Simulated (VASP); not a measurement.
Runs of VASP 6.6.1 on FeSi23 (a cell with a defect). The cell holds a defect, 24 atoms: a = 11.534 Å, b = 7.689 Å, c = 7.689 Å, α = 60.00°, β = 60.00°, γ = 60.00°. 

```tsv
task	spin	fixed moment (μB)	cell	gap on the mesh (eV)	pressure (GPa)	moment (μB)	largest force (eV/Å)
single point	collinear, ferromagnetic start	-	as given	0.57	-1.2	0.00	0.91
single point	off	-	as given	0.57	-1.1	-	0.91
single point	collinear, ferromagnetic start	2	as given	-	(a)	2.00	0.22
relaxation of the atoms	collinear, ferromagnetic start	-	atoms relaxed	(b)	0.0	3.11	0.03
single point	collinear, zero start	0	as given	-	-1.2	0.00	0.91
single point	collinear, ferromagnetic start	4	as given	-	0.1	4.00	0.30
```

Alike in all rows: level PBEsol+U; potentials or basis VASP PAW PBE potentials, release 64 (Fe, Si); Fe d U = 4 eV; k mesh 2 × 3 × 3; cutoff (eV) 350; smearing gaussian 0.03 eV.

**Question.** Estimate the missing entries.

**Answer.** (a) -0.3; (b) none.

Caveats: the PAW data sets were made with another functional, which shifts forces and pressure a little; the U is typed as a test and isn't derived for this compound; the total moment is fixed, so each spin has its own Fermi level (some runs).

A k mesh can miss the band edges.
